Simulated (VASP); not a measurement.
Calculation: PBEsol GGA with spin-orbit coupling, VASP's PBE PAW potentials (set 64) (plane waves; VASP).

Input for VASP

**POSCAR**
```
ZrO2
1.0
  0.0000000000   2.5336762499   2.5336762499
  2.5336762499   0.0000000000   2.5336762499
  2.5336762499   2.5336762499   0.0000000000
Zr O
1 2
direct
  0.0000000000   0.0000000000   0.0000000000
  0.2500000000   0.2500000000   0.2500000000
  0.7500000000   0.7500000000   0.7500000000
```

**KPOINTS**
```
Automatic mesh
0
Gamma
7 7 7
0 0 0
```

**KPOINTS_OPT**
```
k-points along high-symmetry lines
8
Line-mode
Reciprocal
  0.000000   0.000000   0.000000 ! GAMMA
  0.500000   0.000000   0.500000 ! X

  0.500000   0.000000   0.500000 ! X
  0.625000   0.250000   0.625000 ! U

  0.375000   0.375000   0.750000 ! K
  0.000000   0.000000   0.000000 ! GAMMA

  0.000000   0.000000   0.000000 ! GAMMA
  0.500000   0.500000   0.500000 ! L

  0.500000   0.500000   0.500000 ! L
  0.500000   0.250000   0.750000 ! W

  0.500000   0.250000   0.750000 ! W
  0.500000   0.000000   0.500000 ! X
```

INCAR:
```
SYSTEM = ZrO2
PREC = Accurate
ENCUT = 520
EDIFF = 1E-6
NELM = 100
ALGO = Normal
LREAL = .FALSE.
LASPH = .TRUE.
ISMEAR = 0
SIGMA = 0.05
GGA = PS
LMAXMIX = 4
LWAVE = .FALSE.
LCHARG = .FALSE.
LSORBIT = .TRUE.
MAGMOM = 0 0 0 0 0 0 0 0 0
GGA_COMPAT = .FALSE.
```

POTCAR, in this order: Zr_sv O (PBE.64 set). Program: vasp_ncl.

What VASP printed:

**OSZICAR**
```
       N       E                     dE             d eps       ncg     rms          rms(c)
DAV:   1     0.209363064294E+03    0.20936E+03   -0.13703E+04  1280   0.154E+03
DAV:   2    -0.220938691122E+02   -0.23146E+03   -0.22202E+03  1656   0.416E+02
DAV:   3    -0.351946413981E+02   -0.13101E+02   -0.13034E+02  1912   0.928E+01
DAV:   4    -0.358114336323E+02   -0.61679E+00   -0.61614E+00  1816   0.156E+01
DAV:   5    -0.358221424701E+02   -0.10709E-01   -0.10708E-01  1696   0.194E+00    0.259E+01
DAV:   6    -0.300566037345E+02    0.57655E+01   -0.25581E+01  1496   0.453E+01    0.104E+01
DAV:   7    -0.300343457033E+02    0.22258E-01   -0.16761E+00  1816   0.993E+00    0.677E+00
DAV:   8    -0.299948061754E+02    0.39540E-01   -0.23873E-01  1480   0.481E+00    0.685E-01
DAV:   9    -0.299911669284E+02    0.36392E-02   -0.40624E-02  1648   0.149E+00    0.467E-01
DAV:  10    -0.299912994269E+02   -0.13250E-03   -0.32810E-03  1616   0.540E-01    0.275E-01
DAV:  11    -0.299915408392E+02   -0.24141E-03   -0.11000E-03  1704   0.369E-01    0.865E-02
DAV:  12    -0.299915520349E+02   -0.11196E-04   -0.36024E-04  1528   0.205E-01    0.968E-02
DAV:  13    -0.299915267771E+02    0.25258E-04   -0.89195E-05  1552   0.997E-02    0.324E-03
DAV:  14    -0.299915272606E+02   -0.48341E-06   -0.36996E-06  1560   0.155E-02
   1 F= -.29991527E+02 E0= -.29991527E+02  d E =-.145065E-19  mag=     0.0000    -0.0000    -0.0000
       N       E                     dE             ncg
       N       E                     dE             ncg
       N       E                     dE             ncg
```

File OUTCAR:
```
------------------------ aborting loop because EDIFF is reached ----------------------------------------
  FORCE on cell =-STRESS in cart. coord.  units (eV):
  Direction    XX          YY          ZZ          XY          YZ          ZX
  --------------------------------------------------------------------------------------
  Total       -0.0003909     -0.0003909     -0.0003909      0.0000000     -0.0000000      0.0000000
  in kB       -0.0192519     -0.0192519     -0.0192519      0.0000000     -0.0000000      0.0000000
  external PRESSURE =      -0.0192519 kB  Pullay stress =       0.0000000 kB
  volume of cell :       32.53
      direct lattice vectors                 reciprocal lattice vectors
     0.000000000  2.533676250  2.533676250    -0.197341709  0.197341709  0.197341709
     2.533676250  0.000000000  2.533676250     0.197341709 -0.197341709  0.197341709
     2.533676250  2.533676250  0.000000000     0.197341709  0.197341709 -0.197341709
 POSITION                                       TOTAL-FORCE (eV/Angst)
 -----------------------------------------------------------------------------------
      0.00000      0.00000      0.00000        -0.000000     -0.000000     -0.000000
      1.26684      1.26684      1.26684         0.000000      0.000000      0.000000
      3.80051      3.80051      3.80051        -0.000000     -0.000000     -0.000000
 -----------------------------------------------------------------------------------
    total drift:                                0.000000      0.000000      0.000000
  FREE ENERGIE OF THE ION-ELECTRON SYSTEM (eV)
  ---------------------------------------------------
  free  energy   TOTEN  =       -29.9915272606 eV

  energy  without entropy=      -29.9915272606  energy(sigma->0) =      -29.99152726

 Ion:    1  E_soc:     -0.1331937

 Ion:    2  E_soc:     -0.0002813

 Ion:    3  E_soc:     -0.0002813
```
(Selected blocks of OUTCAR.)

**OUTCAR**
```
 val. band max:        7.1500527867   @ k =  -0.4286   0.4286   0.0000

 cond. band min:      10.5555258781   @ k =   0.0000   0.0000   0.0000


 Fermi energy:         7.4613355055

 k-point     1 :       0.0000    0.0000    0.0000
  band No.  band energies     occupation
      1     -40.6490      1.00000
      2     -40.6490      1.00000
      3     -19.6814      1.00000
      4     -19.6814      1.00000
      5     -17.9441      1.00000
      6     -17.9441      1.00000
      7     -17.9441      1.00000
      8     -17.9441      1.00000
      9     -10.9641      1.00000
     10     -10.9641      1.00000
     11      -8.3021      1.00000
     12      -8.3021      1.00000
     13       1.8740      1.00000
     14       1.8740      1.00000
     15       1.8774      1.00000
     16       1.8774      1.00000
     17       1.8774      1.00000
     18       1.8774      1.00000
     19       6.6467      1.00000
     20       6.6467      1.00000
     21       6.7196      1.00000
     22       6.7196      1.00000
     23       6.7196      1.00000
     24       6.7196      1.00000
     25      10.5555      0.00000
     26      10.5555      0.00000
     27      10.5555      0.00000
     28      10.5555      0.00000
     29      13.7111      0.00000
     30      13.7111      0.00000
     31      16.7748      0.00000
     32      16.7762      0.00000

 k-point     2 :       0.1429    0.0000    0.0000
  band No.  band energies     occupation
      1     -40.6393      1.00000
      2     -40.6393      1.00000
      3     -19.7337      1.00000
      4     -19.7337      1.00000
      5     -18.0636      1.00000
      6     -18.0636      1.00000
      7     -17.9597      1.00000
      8     -17.9597      1.00000
      9     -10.6681      1.00000
     10     -10.6681      1.00000
     11      -8.5104      1.00000
     12      -8.5104      1.00000
     13       2.0729      1.00000
     14       2.0729      1.00000
     15       2.0766      1.00000
     16       2.0766      1.00000
...
```

The compound is ZrO2 in the fluorite structure, the high-temperature cubic form, which is unstable at 0 K; the monoclinic form is the stable one. It was relaxed first.
